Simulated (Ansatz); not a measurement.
# Pressure series of Na2S (Fm-3m)

```
CELL_PARAMETERS angstrom
3.25559 3.25559 0.00000
-3.25559 3.25559 0.00000
0.00000 3.25559 3.25559
ATOMIC_POSITIONS crystal
Na 0.25000 0.75000 0.50000
Na 0.75000 0.25000 0.50000
S 0.00000 0.00000 0.00000
```

This is the zero-pressure cell under r²SCAN. Cell and atoms are relaxed by PAW (default files of Ansatz 0.2.0, cutoff 500 eV, stress met within about 0.05 GPa) at each pressure, in this structure whether or not another phase would take over; P is the pressure reached, less that of this cell. Levels come from r²SCAN, PAW on Ansatz 0.2.0's default frozen-core files (fitted under PBE), scalar-relativistic; k mesh 6×6×6, fixed occupations, cutoff 500 eV. Conduction levels are in eV over the valence top (at Γ), at fixed fractional wave vectors. Zone-centre phonons come from finite displacements by PAW, without the LO-TO term.

```tsv
P (GPa)	V/V₀	Γ	X	L	T2g (cm⁻¹)	T1u TO (cm⁻¹)
-1.99	1.0793	2.829	4.150	5.210	174.2	182.0
0.00	1.0000	3.087	4.202	5.534	192.9	212.9
2.02	0.9436	3.298	4.232	5.791	208.1	237.4
4.03	0.9006	3.476	4.250	6.003	221.0	257.8
6.99	?	?	?	?	?	?
9.98	0.8126	3.898	4.269	6.491	252.0	305.5
14.98	0.7624	4.182	4.265	6.806	272.8	337.0
```

**Question.** Fit the third-order Birch-Murnaghan equation to the rows shown.

**Answer.** With f = [(V₀/V)^(2/3) − 1]/2, the normalised pressure F = P/[3f(1 + 2f)^(5/2)] is 30.4 GPa at f = -0.0248, 31.0 GPa at f = 0.0197, 31.2 GPa at f = 0.0361, 31.7 GPa at f = 0.0742, 32.1 GPa at f = 0.0991. The line F = B₀[1 + (3/2)(B′ − 4)f] gives B₀ = 30.7 GPa and B′ = 4.3.

**Question.** What are the volume deformation potentials and pressure coefficients of these levels at zero pressure?

**Answer.** 

```
level  dE/dlnV (eV)  dE/dP = −(dE/dlnV)/B₀ (meV/GPa)  mean slope up to 2.0 GPa (meV/GPa)
    Γ         -3.52                            114.4                               104.0
    X         -0.59                             19.2                                14.9
    L         -4.35                            141.6                               127.0
```

dE/dlnV is the slope of a cubic fit in ln V at V₀. The last column is read from two rows and shows how the slope bends with pressure.

**Question.** What mode Grüneisen parameters follow?

**Answer.** γ = −d ln ω/d ln V at V₀ from a quadratic fit in ln V: T2g 1.32, T1u 1.95.

**Question.** Fill the row at 6.99 GPa.

**Answer.** The fits give V/V₀ = 0.8515 and Γ = 3.701 eV. Computed: V/V₀ = 0.8515, Γ = 3.701, X = 4.264, L = 6.266, T2g (cm⁻¹) = 237.5, T1u TO (cm⁻¹) = 283.3.

Known limits: no other phase was computed; many crystals of this kind change structure within this range, and rows or crossings beyond such a change describe a metastable lattice; frozen-core PAW files fitted under PBE, their cores solved anew for the functional of the run; semilocal gaps are low, and the spacing of valleys can be off by tenths of an eV; levels are read at fixed fractional k, so an edge that moves off these points is missed.
